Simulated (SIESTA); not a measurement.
## CoO under changes of volume

One of the cells (9.878 Å³/atom); the others are scaled copies at fixed shape and fractional positions:

```
Co O
1.0
     0.00000    2.14562    2.14562
     2.14562    0.00000    2.14562
     2.14562    2.14562    0.00000
Co O
1 1
Direct
  0.00000 0.00000 0.00000
  0.50000 0.50000 0.50000
```

```yaml
Program: SIESTA 5.4.2
Functional: PBEsol
Potentials_or_basis: PseudoDojo 0.4 standard (PBEsol files)
Basis: DZP (energy shift 0.003 Ry; two zetas on semicore shells)
Grid_cutoff: 800 Ry
Energy_shift: 0.003 Ry
k_mesh: 11 × 11 × 11
Occupations: fermi-dirac, width 0.05 eV
Spin: collinear spin, ferromagnetic start
Starting_moments: "[2.0, 0.0] μB"
```

```csv
volume (Å³/atom),energy over the lowest point (meV/atom),pressure (GPa),moment (μB per cell)
9.103,0.00,0.6,2.84
9.297,1.84,-3.3,2.90
9.490,7.67,-6.4,2.95
9.878,31.60,-13.1,2.99
10.071,49.19,-15.6,3.00
10.265,?,?,?
```

**Question.** What does the run at 10.265 Å³/atom give?

**Answer.** Energy over the lowest point 69.83 meV/atom; pressure -18.2 GPa; moment 3.00 μB per cell.

Worked out: A Birch-Murnaghan fit of order 3 (a polynomial in V^(-2/3)) to the other rows has its minimum at 9.12 Å³/atom with B0 = V·E''(V) = 163 GPa (rough, since the energies scatter). It gives 70.57 meV/atom at 10.265 Å³/atom, against the run's 69.83, and -dE/dV = -19.1 GPa, against -18.2. A parabola through the other rows of the moment, of slope -0.097 μB per Å³/atom there, extrapolates to 2.99 μB, against the run's 3.00.

Energies are extrapolated to zero smearing.

Caveats: short orbitals over semicore shells can move pressures by several GPa; the basis of atomic orbitals isn't converged, which shifts pressures, moduli and gaps; a cell with one magnetic atom can't hold antiferromagnetic order, which such compounds often take.
